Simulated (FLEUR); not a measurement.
Gd:

```xyz
2
Lattice="3.6360 0.0000 0.0000 -1.8180 3.1489 0.0000 0.0000 0.0000 5.7826" Properties=species:S:1:pos:R:3 pbc="T T T"
Gd    1.8180    1.0496    4.3369
Gd    0.0000    2.0992    1.4457
```

Base run:

| Item | Value |
| --- | --- |
| Program | FLEUR MaX-R8.1 (later development tree) |
| Functional | LDA |
| Potentials or basis | all-electron |
| Basis | FLAPW |
| Kmax | 4.1 1/bohr |
| k mesh | 8 × 8 × 5 |
| Occupations | fermi-dirac, width 0.05 eV |
| Spin | collinear spin, ferromagnetic start |
| Starting moments | [7.0, 7.0] μB |

Its results: net moment 15.04 μB per cell; site moments Gd +7.14 μB.

Problem. The run is repeated on the same cell with these changes: functional from LDA to r2SCAN. What comes out?

Solution. Net moment 15.83 μB per cell; site moments Gd +7.38 μB.

Caveats: the meta-GGA is that of a development version, with a GGA for the radial functions and cores and without core tails (some runs).

Not every run made on this cell is shown here.
